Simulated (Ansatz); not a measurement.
The system is V.

```
CELL_PARAMETERS angstrom
2.60429 0.00000 0.00000
-1.30215 2.25538 0.00000
0.00000 0.00000 4.72334
ATOMIC_POSITIONS crystal
V 0.33333 0.66667 0.25000
V 0.66667 0.33333 0.75000
```

This isn't the form of V at room conditions, which is bcc.

Base run:

- Program: Ansatz 0.2.0
- Functional: LDA
- Potentials or basis: all-electron LAPW, scalar-relativistic
- Cutoff: 261 eV (chosen from the basis error)
- Basis error allowed: 0.001 eV/atom
- k mesh: 12 × 12 × 6
- Occupations: fermi-dirac, width 0.05 eV
- Spin: collinear spin, ferromagnetic start
- Starting moments: [2.0, 2.0] μB

Its results: pressure -12.9 GPa; net moment 0.00 μB per cell.

Task: The run is repeated on the same cell with these changes: functional from LDA to PBEsol. What comes out?

Result: Pressure -7.2 GPa; net moment 0.00 μB per cell.

PBEsol binds less tightly than LDA, so the same cell stands under more pressure.

Caveats: the starting moments weren't kept.
